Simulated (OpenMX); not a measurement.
Te under changes of volume

One of the cells (33.925 Å³/atom); the others are scaled copies at fixed shape and fractional positions:

```
Te
1.0
     4.45400    0.00000    0.00000
    -2.22700    3.85728    0.00000
     0.00000    0.00000    5.92400
Te
3
Direct
  0.73100 0.73100 0.00000
  0.00000 0.26900 0.66667
  0.26900 0.00000 0.33333
```

| Property | Result |
| --- | --- |
| Program | OpenMX 3.8.5 |
| Functional | PBE |
| Potentials or basis | OpenMX 2013 PBE set, Te7.0-s3p2d2, fixed grid of 50 × 50 × 80 points |
| k mesh | 7 × 7 × 5 |
| Occupations | fermi-dirac, width 0.05 eV |
| Spin | no spin polarisation |

| volume (Å³/atom) | energy over the lowest point (meV/atom) | gap on the mesh (eV) | largest force (eV/Å) |
| --- | --- | --- | --- |
| 31.890 | ? | ? | ? |
| 32.568 | 72.51 | 0.60 | 1.125 |
| 33.247 | 48.10 | 0.61 | 0.980 |
| 33.925 | 29.17 | 0.62 | 0.836 |
| 34.604 | 15.16 | 0.62 | 0.731 |
| 35.282 | 5.60 | 0.63 | 0.609 |
| 35.961 | 0.00 | 0.63 | 0.508 |

What does the run at 31.890 Å³/atom give?

Energy over the lowest point 103.07 meV/atom; gap on the mesh 0.60 eV; largest force 1.247 eV/Å.

Worked out: A Birch-Murnaghan fit of order 3 (a polynomial in V^(-2/3)) to the other rows has its minimum at 36.71 Å³/atom, just outside them, with B0 = V·E''(V) = 41 GPa and B' = 4.6 at fixed shape and positions, which overstates the stiffness. It gives 102.99 meV/atom at 31.890 Å³/atom, against the run's 103.07. A straight line through the other rows of the gap, of slope 0.304 eV per unit of ln V, extrapolates to 0.60 eV, against the run's 0.60.

Energies are extrapolated to zero smearing.

Caveats: the basis has few d functions beyond the semicore shells, which can make volumes several per cent too large; spin-orbit coupling is left out, which moves the levels of the heavy elements; an odd mesh through Γ misses points on the zone boundary, where band edges often lie; the basis of atomic orbitals isn't converged, which shifts pressures, moduli and gaps; forces of over 1 eV/Å show positions far from the minimum, so gaps and moduli don't describe the material at rest (some runs).
